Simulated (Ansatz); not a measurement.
## ZnS at 25 GPa: from Born charge to LO–TO splitting and polaron coupling

These are results of Ansatz, DFT PBE, scalar-relativistic, plane waves, PAW, not measurements. Cutoff 420 eV, 10×10×10 k-points (Γ-centred), fixed occupations. No spin polarisation. Phonons by linear response, acoustic sum rule imposed.

The cell, relaxed at 25 GPa:
```xyz
2
Lattice="0.0000 2.5288 2.5288 2.5288 0.0000 2.5288 2.5288 2.5288 0.0000" Properties=species:S:1:pos:R:3 pbc="T T T"
Zn    0.0000    0.0000    0.0000
S     3.7932    3.7932    3.7932
```

The real crystal has changed phase below this pressure.

Linear response gives ν_TO = 374.1 cm⁻¹, Born charges ±1.711 e (positive on Zn) and ε∞ = 6.032. The primitive cell holds 32.343 Å³, and the masses are 65.380 and 32.060 amu.

**Question.** Find ν_LO and the static dielectric constant.

**Answer.** The long-wave field adds a restoring force: ω_LO² − ω_TO² = Z*²e²/(ε_vac ε∞ μV). In these units ν_LO² − ν_TO² = 4.92064×10⁷ Z*²/(μ V ε∞) cm⁻², with μ = m₁m₂/(m₁ + m₂) = 21.512 amu: 34312 cm⁻². So ν_LO = √(374.1² + 34312) = 417.4 cm⁻¹, and the run gives 417.4. Lyddane–Sachs–Teller then gives ε0 = ε∞ (ν_LO/ν_TO)² = 7.51, against 7.51 in the run (it forms both from the same three quantities, so the match checks the arithmetic only). Between ν_TO and ν_LO the dielectric function is negative and an undamped crystal reflects fully: a reststrahlen band from 24.0 to 26.7 μm.

**Question.** What do the Clausius–Mossotti polarisability and the Szigeti charge come to?

**Answer.** With the Lorentz local field, α = (3V/4π)(ε∞ − 1)/(ε∞ + 2) = 4.84 Å³ for the pair, and e_S = 3Z*/(ε∞ + 2) = 0.64 e. The Born charge includes the electrons' response to the dipole's own local field, and e_S takes that enhancement out. The Lorentz field assumes point-like polarisable ions, a poor picture once ε∞ is this large, since the electron clouds then overlap or are shared, so both numbers are formal here.

**Question.** How strongly does a slow electron couple to the LO mode?

**Answer.** For one isotropic parabolic band, Fröhlich's constant is α_F = (1/ε∞ − 1/ε0) √(m* Ry/ħω_LO), with Ry = 13.606 eV, ħω_LO = 51.8 meV and m* in free-electron masses: α_F = 0.0326 × 16.21 × √m* = 0.53 √m*. The band mass isn't part of this run; for m* = 0.1, 0.3 and 1 it gives 0.17, 0.29, 0.53. In weak coupling the polaron lies α_F ħω_LO below the band edge (15 meV at m* = 0.3) with a mass m*(1 + α_F/6); past α_F of about 5 or 6 that expansion fails. A semilocal functional's ε∞ tends to be too large, which taken alone lowers α_F.

Cost: 1 run of about 1.2 core-minutes, on Arm Neoverse V1 (shared hosts).

Most of the static screening in this compressed zincblende lattice is electronic: ε∞ is 6.032 and the lattice raises it only to 7.51. Zn–S bonds are polar but substantially covalent, so the sublattice displacement carries a Born charge of 1.711 e, below the nominal divalent value, and the valence electrons screen the resulting long-range field. The ionic part of the dielectric constant also varies inversely with the square of the TO frequency. Bond stiffening under compression therefore probably helps to keep it small, although a single volume can't separate this from changes in charge and electronic screening.

The small difference between the inverse dielectric constants also limits the Fröhlich coupling. For the band masses considered, this supports a weakly dressed, large electron polaron rather than self-trapping by the polar mode. The real TO frequency at the zone centre doesn't establish dynamical stability, since in tetrahedral semiconductors it is typically the transverse acoustic branches near the zone boundary that soften under pressure.
